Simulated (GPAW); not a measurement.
Wanted: an ASE script for a GPAW 26.7.0 run.

| Property | Result |
| --- | --- |
| Task | equation of state |
| Functional | BLYP |
| Dispersion | D4 |
| Potentials or basis | PAW data sets generated in the run's folder for this functional |
| Cutoff | 600 eV |
| Basis | pw |
| k mesh | 8 × 8 × 8 |
| Occupations | fermi-dirac, width 0.05 eV |
| Spin | no spin polarisation |
| Eigensolver | davidson |
| Maxiter | 150 |
| Eos scales | [0.94, 0.96, 0.98, 1.0, 1.02, 1.04, 1.06] |

The system is GaP.

```xyz
2
Lattice="0.0000 2.7252 2.7252 2.7252 0.0000 2.7252 2.7252 2.7252 0.0000" Properties=species:S:1:pos:R:3 pbc="T T T"
Ga    0.0000    0.0000    0.0000
P     1.3626    1.3626    1.3626
```

The input as run:

run.py

```python
from ase.calculators.mixing import SumCalculator
from ase.eos import EquationOfState
from ase.io import Trajectory
from ase.spacegroup import crystal
from ase.units import GPa
from dftd4.ase import DFTD4
from gpaw import GPAW, PW, setup_paths

setup_paths.insert(0, '.')

# Ga 4a
# P 4c
atoms = crystal(['Ga', 'P'],
                basis=[[0.0, 0.0, 0.0],
                       [0.25, 0.25, 0.25]],
                spacegroup=216, setting=1,  # F-43m
                cellpar=[5.4505, 5.4505, 5.4505, 90.0, 90.0, 90.0],
                primitive_cell=True)

traj = Trajectory('eos.traj', 'w')
volumes, energies = [], []
for x in [0.94, 0.96, 0.98, 1.0, 1.02, 1.04, 1.06]:
    a = atoms.copy()
    a.set_cell(atoms.cell * x**(1 / 3), scale_atoms=True)
    calc = GPAW(mode=PW(600),
                xc='BLYP',
                kpts={'size': (8, 8, 8), 'gamma': True},
                occupations={'name': 'fermi-dirac', 'width': 0.05},
                nbands=11,
                convergence={'density': 1e-05, 'energy': 1e-05},
                eigensolver='davidson',
                maxiter=150,
                txt=f'eos-{x:.2f}.txt')
    a.calc = SumCalculator([calc, DFTD4(method='blyp')])
    energies.append(a.get_potential_energy())
    volumes.append(a.get_volume())
    p = -a.get_stress()[:3].mean() / GPa
    calc.write(f'eos-{x:.2f}.gpw')
    traj.write(a)
    print(f'{x:.2f} {volumes[-1]:10.4f} A^3 {energies[-1]:14.6f} eV {p:9.3f} GPa', flush=True)

v0, e0, B = EquationOfState(volumes, energies, eos='birchmurnaghan').fit()
print(f'V0 = {v0:.4f} A^3, E0 = {e0:.6f} eV, B0 = {B / GPa:.2f} GPa')
```

Potentials or basis: PAW data sets generated in the run's folder for this functional, pw.

Run with:

```bash
$ gpaw-setup -f BLYP Ga P
$ OMP_NUM_THREADS=1 python run.py
```

Results of the run:

| Item | Value |
| --- | --- |
| Equilibrium volume | 20.56 Å³/atom |
| Bulk modulus | 85 GPa |
| Pressure derivative of the bulk modulus | 4.8 |

Caveat: the data sets keep Ga 3d, Li 1s and Be 1s frozen, and some such compounds lay over 1.5 % in volume off other programs.

Run time: 67 s on 1 thread of Arm Neoverse V1 (shared host), peak memory 0.23 GiB.
